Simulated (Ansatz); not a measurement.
# SnO2 (P4_2/mnm): the equilibrium volume, part 2 of 2

Aim: the volume at which the pressure of SnO2 (P4_2/mnm) vanishes.

Ansatz 0.2.0; DFT PBEsol, scalar-relativistic, plane waves, PAW.

## 3. Full relaxation

File input.yaml:

```yaml
crystal:
  lattice:
    - [4.764818045, 0.0, 0.0]
    - [0.0, 4.764818045, 0.0]
    - [0.0, 0.0, 3.20749977]
  atoms:
    - { symbol: Sn, position: [0.5, 0.5, 0.5] }
    - { symbol: Sn, position: [0.0, 0.0, 0.0] }
    - { symbol: O, position: [0.1940277, 0.8059723, 0.5] }
    - { symbol: O, position: [0.8059723, 0.1940277, 0.5] }
    - { symbol: O, position: [0.3059723, 0.3059723, 0.0] }
    - { symbol: O, position: [0.6940277, 0.6940277, 0.0] }
basis:
  ecutwfc: 420
kpoints:
  mp_grid: { grid: [6, 6, 8] }
hamiltonian:
  xc: pbesol
scf:
  occupations: { method: gaussian, width: 0.02 }
output:
  forces: true
  stress: true
  eigenvalues: true
relax:
  adjacent_minimum: "off"
  f_tol: 0.005
  max_steps: 80
  cell: { stress_tol: 0.05 }
```

Command:

```sh
$ ansatz run input.yaml --threads 8 --pin off --max-ram 16384MiB --backend cpu --events-out ev --progress --plain --runs-dir out
```

Standard output:

```text
Warning: RAYON_NUM_THREADS=8 ignored (pool sized by the plan → 8); use --threads N
Engine: ansatz 0.2.0, aarch64-unknown-linux-gnu
Pseudopotentials: kind: paw
Pseudopotential: Sn, paw, valence charge 14, recommended cutoff 420 eV (normal), Sn.paw.azcp
Pseudopotential: O, paw, valence charge 6, recommended cutoff 420 eV (normal), O.paw.azcp
Functional definition: PBEsol
  exchange = pbesol_x
  correlation = pbesol_c
Crystal: 6 atoms, lattice volume = 72.821 Å³
Basis set: ecut = 420 eV, 1435 PW (Γ), exchange–correlation on 64×64×48 points (8 copies of the dense FFT grid, shifted against one another)
Bands: 32, of which v1, the nominal top of the filled ones, is band 26 counted from 1 (25 counted from 0)
Symmetry: 16 space group operations
Space group: P42/mnm (ITA 136), of the structure as read, at distance tolerance 4.2e-5 Å
k-points: 50 of 288
Non-local potential: Sn, projectors of the file, l = 0: 2, l = 1: 2, l = 2: 2, l = 3: 2
Non-local potential: O, projectors of the file, l = 0: 2, l = 1: 2, l = 2: 1
PAW form: soft (Blöchl's): semilocal exchange-correlation on the pseudo side does not see the compensation charge
PAW frozen core: Sn, regenerated for the run's functional, and the local potential with it (the file was generated under x = pbe(κ = 0.804, μ = 0.2195149727645171), c = pbe(β = 0.06672455060314922))
PAW frozen core: O, regenerated for the run's functional, and the local potential with it (the file was generated under x = pbe(κ = 0.804, μ = 0.2195149727645171), c = pbe(β = 0.06672455060314922))
PAW one-centre angular grid: Sn, 590 points (default); XC on 64 Gauss nodes
PAW one-centre angular grid: O, 110 points (default); XC on 64 Gauss nodes
Initial density: superposition of atomic densities (neutral atoms: chi_scale 0, normalization atom), corrected by the library's trained network
Initial wavefunctions: pseudopotential atomic-orbital guess
Functional: x = pbesol(κ = 0.804, μ = 0.12345679012345678), c = pbesol(β = 0.046)
SCF iter   1: F=—  HF=-14143.109981 eV  |F-HF|=—  |Δ(HF+E_count)|=         —  Δρ=1.61e-2  dr2=1.50e-1  ethr=1.77e-3  ⟨swp⟩=6.4  Hψ=7121  notcnv=0
preconditioner: auto → Resta (q_TF=auto, 2.579 Å⁻¹)  ε∞=3.6  [insulator: Δε(μ)=0.812 eV  Ē_g=19.400 eV  σ=0.020 eV  W_gap=1.00  n_scr=18 (ndim 8)  ℏωp=31.4 eV  f_vac=0.030  D(μ)=0.00/eV (n_scr^D=0)  ε∞_Penn≈3.6]
SCF iter   2: F=—  HF=-14143.067375 eV  |F-HF|=—  |Δ(HF+E_count)|=   4.26e-2  Δρ=2.56e-3  dr2=2.22e-3  ethr=2.89e-4  ⟨swp⟩=2.1  Hψ=2690  notcnv=0  defer=91
SCF iter   3: F=—  HF=-14143.067139 eV  |F-HF|=—  |Δ(HF+E_count)|=   2.36e-4  Δρ=1.20e-3  dr2=6.38e-4  ethr=4.26e-6  ⟨swp⟩=2.0  Hψ=3016  notcnv=0  defer=91
SCF iter   4: F=—  HF=-14143.067204 eV  |F-HF|=—  |Δ(HF+E_count)|=   6.48e-5  Δρ=5.12e-4  dr2=1.44e-4  ethr=1.23e-6  ⟨swp⟩=1.0  Hψ=1509  notcnv=0  defer=91
SCF iter   5: F=—  HF=-14143.067205 eV  |F-HF|=—  |Δ(HF+E_count)|=   1.17e-6  Δρ=9.96e-5  dr2=7.84e-6  ethr=2.78e-7  ⟨swp⟩=2.9  Hψ=3054  notcnv=0  defer=91
SCF iter   6: F=—  HF=-14143.067176 eV  |F-HF|=—  |Δ(HF+E_count)|=   2.92e-5  Δρ=1.36e-5  dr2=1.13e-7  ethr=1.51e-8  ⟨swp⟩=3.0  Hψ=2817  notcnv=0  defer=91
SCF iter   7: F=-14143.067176 eV  HF=-14143.067176 eV  |F-HF|=4.51e-10  |Δ(HF+E_count)|=   5.50e-8  Δρ=2.09e-6  dr2=3.65e-9  ethr=1.92e-10  ⟨swp⟩=9.2  Hψ=6436  notcnv=0
SCF 1 converged in 7 iterations: F = -14143.067176 eV  dr2 = 3.65e-9
relax step   1: F+E_penalty+E_count = -14143.06717626 eV  Δ(F+E_penalty+E_count) = +0.000e0 eV  max|allowed force component| = 2.295e-2 eV/Å  Δτ_max = 0.0000 Å  P = +0.610 GPa  Ω = 72.821 Å³  (7 SCF iters, dr2 threshold 1.00e-7 eV, accepted)
Crystal: 6 atoms, lattice volume = 73.025 Å³
Initial density: handed on by an earlier stage of this run
Initial wavefunctions: those handed on with the density
iter 1 solved again at ethr=4.36e-7 eV; its pass at ethr=3.10e-3 eV (dr2=2.27e-4 eV) is discarded
SCF iter   1: F=—  HF=-14143.066658 eV  |F-HF|=—  |Δ(HF+E_count)|=         —  Δρ=6.91e-4  dr2=2.18e-4  ethr=4.36e-7  ⟨swp⟩=2.5  Hψ=8127  notcnv=0
preconditioner: auto → Resta (q_TF=auto, 2.578 Å⁻¹)  ε∞=3.6  [insulator: Δε(μ)=0.917 eV  Ē_g=19.394 eV  σ=0.020 eV  W_gap=1.00  n_scr=18 (ndim 8)  ℏωp=31.3 eV  f_vac=0.025  D(μ)=0.00/eV (n_scr^D=0)  ε∞_Penn≈3.6]
SCF iter   2: F=—  HF=-14143.066554 eV  |F-HF|=—  |Δ(HF+E_count)|=   1.03e-4  Δρ=2.63e-4  dr2=2.45e-5  ethr=4.19e-7  ⟨swp⟩=2.0  Hψ=2178  notcnv=0
SCF iter   3: F=—  HF=-14143.066551 eV  |F-HF|=—  |Δ(HF+E_count)|=   2.85e-6  Δρ=1.15e-4  dr2=6.01e-6  ethr=4.71e-8  ⟨swp⟩=2.0  Hψ=2709  notcnv=0
SCF iter   4: F=-14143.066551 eV  HF=-14143.066551 eV  |F-HF|=5.43e-8  |Δ(HF+E_count)|=   3.10e-7  Δρ=1.71e-5  dr2=1.75e-7  ethr=1.15e-9  ⟨swp⟩=3.3  Hψ=6529  notcnv=0
SCF 2 converged in 4 iterations: F = -14143.066551 eV  dr2 = 1.75e-7
relax step   2: F+E_penalty+E_count = -14143.06655111 eV  Δ(F+E_penalty+E_count) = +6.252e-4 eV  max|allowed force component| = 5.543e-3 eV/Å  Δτ_max = 0.0026 Å  P = +0.014 GPa  Ω = 73.025 Å³  energy of the carried Pulay correction = -1.120e-3 eV  (4 SCF iters, dr2 threshold 6.00e-7 eV, accepted)
Crystal: 6 atoms, lattice volume = 73.042 Å³
iter 1 solved again at ethr=1.17e-8 eV; its pass at ethr=3.10e-3 eV (dr2=6.10e-6 eV) is discarded
SCF iter   1: F=—  HF=-14143.066585 eV  |F-HF|=—  |Δ(HF+E_count)|=         —  Δρ=1.67e-4  dr2=6.99e-6  ethr=1.17e-8  ⟨swp⟩=3.0  Hψ=8516  notcnv=0
preconditioner: auto → Resta (q_TF=auto, 2.578 Å⁻¹)  ε∞=3.6  [insulator: Δε(μ)=0.919 eV  Ē_g=19.398 eV  σ=0.020 eV  W_gap=1.00  n_scr=18 (ndim 8)  ℏωp=31.3 eV  f_vac=0.025  D(μ)=0.00/eV (n_scr^D=0)  ε∞_Penn≈3.6]
SCF iter   2: F=—  HF=-14143.066540 eV  |F-HF|=—  |Δ(HF+E_count)|=   4.51e-5  Δρ=8.73e-5  dr2=2.34e-6  ethr=1.17e-8  ⟨swp⟩=1.0  Hψ=1600  notcnv=0
SCF iter   3: F=-14143.066540 eV  HF=-14143.066540 eV  |F-HF|=9.02e-9  |Δ(HF+E_count)|=   3.47e-7  Δρ=8.61e-6  dr2=3.73e-8  ethr=1.95e-10  ⟨swp⟩=4.0  Hψ=7125  notcnv=0
SCF 3 converged in 3 iterations: F = -14143.066540 eV  dr2 = 3.73e-8
relax step   3: F+E_penalty+E_count = -14143.06653957 eV  Δ(F+E_penalty+E_count) = +1.154e-5 eV  max|allowed force component| = 4.666e-3 eV/Å  Δτ_max = 0.0008 Å  P = -0.009 GPa  Ω = 73.042 Å³  energy of the carried Pulay correction = -1.212e-3 eV  (3 SCF iters, dr2 threshold 1.02e-7 eV, accepted)
Crystal: 6 atoms, lattice volume = 73.044 Å³
iter 1 solved again at ethr=5.81e-10 eV; its pass at ethr=3.10e-3 eV (dr2=3.02e-7 eV) is discarded
SCF iter   1: F=—  HF=-14143.066580 eV  |F-HF|=—  |Δ(HF+E_count)|=         —  Δρ=3.22e-5  dr2=3.57e-7  ethr=5.81e-10  ⟨swp⟩=3.0  Hψ=8406  notcnv=0
preconditioner: auto → Resta (q_TF=auto, 2.578 Å⁻¹)  ε∞=3.6  [insulator: Δε(μ)=0.920 eV  Ē_g=19.399 eV  σ=0.020 eV  W_gap=1.00  n_scr=18 (ndim 8)  ℏωp=31.3 eV  f_vac=0.025  D(μ)=0.00/eV (n_scr^D=0)  ε∞_Penn≈3.6]
SCF iter   2: F=—  HF=-14143.066536 eV  |F-HF|=—  |Δ(HF+E_count)|=   4.45e-5  Δρ=1.66e-5  dr2=1.04e-7  ethr=5.81e-10  ⟨swp⟩=2.2  Hψ=2093  notcnv=0
SCF iter   3: F=—  HF=-14143.066536 eV  |F-HF|=—  |Δ(HF+E_count)|=   1.14e-9  Δρ=5.64e-6  dr2=1.49e-8  ethr=2.01e-10  ⟨swp⟩=2.0  Hψ=2198  notcnv=0
SCF iter   4: F=-14143.066536 eV  HF=-14143.066536 eV  |F-HF|=2.22e-10  |Δ(HF+E_count)|=   2.38e-9  Δρ=9.77e-7  dr2=5.37e-10  ethr=2.01e-11  ⟨swp⟩=5.0  Hψ=5473  notcnv=0
SCF 4 converged in 4 iterations: F = -14143.066536 eV  dr2 = 5.37e-10
relax step   4: F+E_penalty+E_count = -14143.06653588 eV  Δ(F+E_penalty+E_count) = +3.690e-6 eV  max|allowed force component| = 2.586e-3 eV/Å  Δτ_max = 0.0001 Å  P = -0.003 GPa  Ω = 73.044 Å³  energy of the carried Pulay correction = -1.221e-3 eV  (4 SCF iters, dr2 threshold 1.05e-8 eV, accepted)
Initial wavefunctions: pseudopotential atomic-orbital guess (no wavefunctions were taken with the density)
iter 1 solved again at ethr=1.92e-8 eV; its pass at ethr=3.10e-3 eV (dr2=1.00e-5 eV) is discarded
SCF iter   1: F=—  HF=-14143.067714 eV  |F-HF|=—  |Δ(HF+E_count)|=         —  Δρ=6.52e-5  dr2=1.30e-7  ethr=1.92e-8  ⟨swp⟩=3.7  Hψ=11922  notcnv=0
SCF iter   2: F=—  HF=-14143.067682 eV  |F-HF|=—  |Δ(HF+E_count)|=   3.19e-5  Δρ=3.27e-5  dr2=3.40e-8  ethr=2.50e-10  ⟨swp⟩=2.0  Hψ=2400  notcnv=0
SCF iter   3: F=—  HF=-14143.067686 eV  |F-HF|=—  |Δ(HF+E_count)|=   4.01e-6  Δρ=6.12e-6  dr2=2.95e-9  ethr=6.54e-11  ⟨swp⟩=2.0  Hψ=2139  notcnv=0
SCF iter   4: F=-14143.067686 eV  HF=-14143.067686 eV  |F-HF|=2.07e-10  |Δ(HF+E_count)|=   1.14e-7  Δρ=3.83e-7  dr2=2.44e-11  ethr=1.00e-12  ⟨swp⟩=4.0  Hψ=7349  notcnv=0
SCF 5 converged in 4 iterations: F = -14143.067686 eV  dr2 = 2.44e-11
relax step   5: F+E_penalty+E_count = -14143.06768586 eV  Δ(F+E_penalty+E_count) = -1.150e-3 eV  max|allowed force component| = 2.449e-3 eV/Å  Δτ_max = 0.0000 Å  P = +0.022 GPa  Ω = 73.044 Å³  stress off target by 3.85e-2 GPa  SCF on the basis re-selected at this cell (its energy is not comparable with the rows above)  (4 SCF iters)
basis re-selected at this cell: Δ(F+E_penalty+E_count) = -1.150e-3 eV, ΔP = +0.024 GPa vs the last step (what re-selecting the basis moved, of the pressure what is left beyond the Pulay correction that the steps carried, after the strain that the cell walked since its last selection, with what the two solves' SCF thresholds leave and, on support functions, any second-order correction that the steps lacked; it is no measure of the basis error at this ecutwfc). This SCF's stress stands 3.85e-2 GPa from its target on what of the cell is left free (relax.cell.stress_tol is 5.00e-2 GPa) and its largest allowed force component is 2.45e-3 eV/Å (relax.f_tol is 5.00e-3 eV/Å): within both
SCF converged after 4 iterations
Free energy (F): -14143.067686 eV
Harris-Foulkes:  -14143.067686 eV  (|F-HF|=2.07e-10)
Internal energy: -14143.067686 eV  (E = F + TS)
E sigma→0 (E₀):  -14143.067686 eV
Fermi energy:    9.549579 eV
--- Per-component energies (eV) ---
  E_band       = -136.277900
  E_kinetic    = 1079.362396
  E_local      = -2894.371929  (includes V_loc(G=0)·N_el)
  E_nonlocal   = 139.012879
  E_hartree    = 1494.779206
  E_xc         = -1043.558218
  E_vxc        = -561.545819  (∫ρ·V_xc dr)
  E_paw        = -8763.195913  (= ΣΔE_a)
  E_vpaw       = -888.303721  (= ΣTr[D̂ρ^β])
  E_aug_tail   = 0.009917  (compensation charges beyond the density's cutoff)
  E_ewald      = -4155.816856
  E_core_change = 0.710831  (= ΣΔE_core)
  E_smearing   = -0.000000  (= −TS)
  E_closure    = -0.000000  (closes the sum)
  Σ components = -14143.067686   (vs F -14143.067686, Δ=0.00e0)
--- Forces (eV/Å), atoms counted from 1 ---
  atom   1  Sn     0.00000000     0.00000000     0.00000000
  atom   2  Sn     0.00000000     0.00000000     0.00000000
  atom   3  O     -0.00244922     0.00244922     0.00000000
  atom   4  O      0.00244922    -0.00244922     0.00000000
  atom   5  O      0.00244922     0.00244922     0.00000000
  atom   6  O     -0.00244922    -0.00244922     0.00000000
  max |Σ_I F_I| component: 1.73e-18 eV/Å
--- Stress (GPa, compression-positive) ---
        0.038495       0.000000       0.000000
        0.000000       0.038495       0.000000
        0.000000       0.000000      -0.012388
  P = ⅓ Tr σ = 0.0215 GPa (0.215 kbar)
--- Band table (eV; the first three rows and the last of 50) ---
  k-point 0: bands = ["-11.9389", "-11.1978", "-10.9485", "-10.9276", "-10.9276", "-10.8505", "-10.8036", "-10.7202", "-10.6926", "-10.6926", "-9.7067", "-7.8771", "-7.8771", "-6.1487", "0.9322", "5.0301", "5.0301", "5.1395", "6.0013", "7.0611", "7.1293", "7.8248", "7.8248", "8.3169", "8.3169", "9.0898", "10.0093", "14.9493", "15.1410", "15.1410", "19.2328", "19.2876"]
  k-point 1: bands = ["-11.8677", "-11.1146", "-11.0663", "-11.0663", "-10.9214", "-10.8629", "-10.7977", "-10.7207", "-10.7121", "-10.7121", "-9.6220", "-7.6457", "-7.6457", "-6.2625", "0.9219", "5.0089", "5.1716", "5.1716", "6.0351", "6.1041", "7.0013", "7.2566", "7.2566", "8.3465", "8.3465", "8.9609", "11.0044", "15.2585", "15.7881", "15.7881", "18.2471", "20.2425"]
  k-point 2: bands = ["-11.6812", "-11.3527", "-11.3527", "-10.9895", "-10.8507", "-10.8492", "-10.7821", "-10.7497", "-10.7497", "-10.7233", "-9.3293", "-7.1318", "-7.1318", "-6.6217", "0.9522", "4.4253", "4.8355", "5.5077", "5.5077", "6.2515", "6.2515", "6.4031", "6.5346", "8.2462", "8.2462", "8.5957", "12.6116", "15.7083", "17.2080", "17.2080", "17.6375", "20.5063"]
  k-point 49: bands = ["-11.6920", "-11.6920", "-11.2425", "-11.2425", "-10.8008", "-10.8008", "-10.7374", "-10.7374", "-10.6966", "-10.6966", "-7.8321", "-7.8321", "-6.5305", "-6.5305", "1.0929", "1.0929", "4.0895", "4.0895", "6.5107", "6.5107", "6.6514", "6.6514", "8.1335", "8.1335", "8.2706", "8.2706", "13.6484", "13.6484", "17.7155", "17.7155", "19.7855", "19.7855"]
--- Relaxed structure (4 steps of the walk, 4 accepted, 1 SCFs on fresh bases) ---
  F+E_penalty+E_count = -14143.06768586 eV   max|allowed force component| = 2.449e-3 eV/Å   (the final SCF, on the basis selected at the relaxed cell)
  cell:  # Å, volume = 73.0435 Å³
    - [4.768440183524034, 0.0, 0.0]
    - [-5.493811109823586e-35, 4.768440183524034, 0.0]
    - [0.0, 0.0, 3.2123957049952323]
  atoms:
    - { symbol: Sn, position: [0.5, 0.5, 0.5] }
    - { symbol: Sn, position: [-2.2754324766361678e-20, 1.516954984424112e-20, 0.0] }
    - { symbol: O, position: [0.1937455604445576, 0.8062544395554424, 0.5] }
    - { symbol: O, position: [0.8062544395554424, 0.1937455604445576, 0.5] }
    - { symbol: O, position: [0.30625443955544235, 0.30625443955544235, 0.0] }
    - { symbol: O, position: [0.6937455604445576, 0.6937455604445576, 0.0] }
```

It took 4.1 s on 8 threads of Arm Neoverse V2, shared host; peak memory 0.49 GiB.

Relaxation path:

| step | energy from step 1 (meV/atom) | largest force component (eV/Å) | pressure (GPa) | volume (Å³/atom) |
| --- | --- | --- | --- | --- |
| 1 | 0.0 | 0.023 | 0.61 | 12.137 |
| 2 | 0.1 | 0.006 | 0.01 | 12.171 |
| 3 | 0.1 | 0.005 | -0.01 | 12.174 |
| 4 | 0.1 | 0.003 | 0.00 | 12.174 |
| 5 | -0.1 | 0.002 | 0.02 | 12.174 |

Step 1 is the start. Step 5 repeats the geometry before it on a plane-wave basis chosen anew for the final cell, which shifts the energy by -0.2 meV/atom.

This gives: volume 12.174 Å³/atom, pressure 0.02 GPa, mesh gap 0.92 eV.

## 4. The cell, before and after

The cell before and after:

| cell as typed | before | after | change |
| --- | --- | --- | --- |
| a (Å) | 4.765 | 4.768 | +0.1 % |
| b (Å) | 4.765 | 4.768 | +0.1 % |
| c (Å) | 3.207 | 3.212 | +0.2 % |
| volume (Å³/atom) | 12.137 | 12.174 | +0.3 % |
| shortest distance (Å) | 2.062 | 2.065 | +0.2 % |
| space group | P4_2/mnm | P4_2/mnm | same |

## 5. What came out

The summary covers parts 1 to 2. Changes of volume or cell count from the first structure of part 1.

| quantity | value |
| --- | --- |
| volume | 12.174 Å³/atom |
| pressure | 0.02 GPa |
| conventional cell | a = 4.768 Å, b = 4.768 Å, c = 3.212 Å, α = 90.00°, β = 90.00°, γ = 90.00° |
| gap on the mesh | 0.92 eV |

From the first run shown, the volume went from 12.14 to 12.17 Å³/atom (+0.3 %) in 2 runs, where the pressure is zero within 0.02 GPa.

These are semilocal Kohn-Sham gaps, which aren't the measured quantity. Such gaps usually fall short of the measured ones. Spin-orbit coupling is left out, though the cell holds Sn; it can move the gap.
